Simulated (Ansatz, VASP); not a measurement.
Al2Pt: VASP beside Ansatz

Contents of INCAR:

```
SYSTEM = Al2Pt
PREC = Accurate
ENCUT = 600
EDIFF = 1E-7
ISMEAR = 0
SIGMA = 0.1
LREAL = .FALSE.
LASPH = .TRUE.
NELM = 60
ALGO = Fast
ISIF = 3
LWAVE = .FALSE.
LCHARG = .FALSE.
GGA = PE
IBRION = 2
NSW = 100
EDIFFG = -0.01
```

Contents of KPOINTS:

```
Automatic mesh
0
G
  14 14 14
  0 0 0
```

POSCAR

```
Al2Pt
1.0
    0.0000000000      2.9549999200      2.9549999200
    2.9549999200      0.0000000000      2.9549999200
    2.9549999200      2.9549999200      0.0000000000
Al Pt
2 1
Direct
    0.2500000000      0.2500000000      0.2500000000
    0.7500000000      0.7500000000      0.7500000000
    0.0000000000      0.0000000000      0.0000000000
```

Input for Ansatz:

```yaml
crystal:
  lattice:
    - [0.0, 2.95499992, 2.95499992]
    - [2.95499992, 0.0, 2.95499992]
    - [2.95499992, 2.95499992, 0.0]
  atoms:
    - { symbol: Al, position: [0.25, 0.25, 0.25] }
    - { symbol: Al, position: [0.75, 0.75, 0.75] }
    - { symbol: Pt, position: [0.0, 0.0, 0.0] }
basis:
  ecutwfc: 420
kpoints:
  mp_grid: { grid: [14, 14, 14] }
hamiltonian:
  xc: pbe
scf:
  occupations: { method: gaussian, width: 0.1 }
output:
  forces: true
  stress: true
  eigenvalues: true
  write_density: true
  write_potential: true
  elf: true
  volumetric_format: npy
relax:
  adjacent_minimum: "off"
  f_tol: 0.01
  max_steps: 80
  cell: { stress_tol: 0.05 }
```

Alike in both runs: task relaxation of cell and atoms; functional PBE; k mesh 14 × 14 × 14; occupations gaussian, width 0.1 eV; no spin polarisation.

|  | VASP | Ansatz |
| --- | --- | --- |
| version | VASP 6.6.1 | Ansatz 0.2.0 |
| potentials or method | VASP PAW PBE potentials, release 64 (Al, Pt) | scalar-relativistic, plane waves, PAW |
| plane-wave cutoff (eV) | 600 | 420 |
| valence electrons in the cell | 16 | 24 |

VASP gave:

- gap on the k mesh at the Fermi level, each at its own relaxed structure (eV): none
- relaxed volume (Å³/atom): 17.50
- relaxed cell length with the largest relative difference (Å): 4.203
- energy change over the relaxation (meV/atom): -2

Problem. Estimate Ansatz's values.

Solution. gap on the k mesh at the Fermi level, each at its own relaxed structure (eV): none; relaxed volume (Å³/atom): 17.52; relaxed cell length with the largest relative difference (Å): 4.205; energy change over the relaxation (meV/atom): -2.

A gap of «none» marks a metal or a gap that the smearing closes. The two sets of potentials don't hold the same shells in valence.

Spin-orbit coupling is left out, which matters for the levels of Pt. Zero-point motion and thermal expansion aren't in these numbers. PBE usually gives volumes a little too large and moduli too small.
